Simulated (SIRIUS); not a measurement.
The system is WS2.

```
CELL_PARAMETERS angstrom
3.57820 0.00000 0.00000
-1.78910 3.09881 0.00000
0.00000 0.00000 5.77238
ATOMIC_POSITIONS crystal
W 0.00000 0.00000 0.00000
S 0.33333 0.66667 0.25200
S 0.66667 0.33333 0.74800
```

Measurements of this composition are mostly on another form, of space group No. 194.

Base run:

* Program: SIRIUS 7.10.0
* Functional: PBE
* Potentials or basis: PseudoDojo 0.4.1 PBE standard (scalar relativistic)
* Cutoff: 1030 eV
* Density cutoff: 4119 eV
* k mesh: 8 × 8 × 4
* Occupations: fermi-dirac, width 0.05 eV
* Spin: no spin polarisation

Its results: band gap on the k mesh none (metal or under the smearing width); pressure -13.2 GPa; largest force 0.953 eV/Å.

The run is repeated on the same cell with these changes: potentials or basis from PseudoDojo 0.4.1 PBE standard (scalar relativistic) to GBRV 1.5 PBE (ultrasoft); cutoff from 1030 eV to 557 eV; density cutoff from 4119 eV to 5442 eV. What comes out?

Band gap on the k mesh none (metal or under the smearing width); pressure -14.0 GPa; largest force 0.943 eV/Å.

Caveats: this functional lacks dispersion, which binds the layers, so the pressure and a relaxed spacing across them are unreliable.
